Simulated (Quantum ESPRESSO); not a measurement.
The system is HfC.

```
Hf C
1.0
     0.00000    2.32500    2.32500
     2.32500    0.00000    2.32500
     2.32500    2.32500    0.00000
Hf C
1 1
Direct
  0.50000 0.50000 0.50000
  0.00000 0.00000 0.00000
```

Base run:

| Item | Value |
| --- | --- |
| Program | Quantum ESPRESSO 7.5 |
| Functional | AM05 |
| Potentials or basis | SG15 PBE 1.2 |
| Cutoff | 1197 eV |
| Density cutoff | 4789 eV |
| k mesh | 10 × 10 × 10 |
| Occupations | fermi-dirac, width 0.05 eV |
| Spin | no spin polarisation |

Its results: band gap on the k mesh none (metal or under the smearing width); pressure -6.9 GPa.

Task: The run is repeated on the same cell with these changes: functional from AM05 to RPBE. What comes out?

Result: Band gap on the k mesh none (metal or under the smearing width); pressure 6.8 GPa.

RPBE binds less tightly than AM05, so the same cell stands under more pressure.

Caveats: the potentials were made for another functional, which shifts forces and pressure.

Not every run made on this cell is shown here.
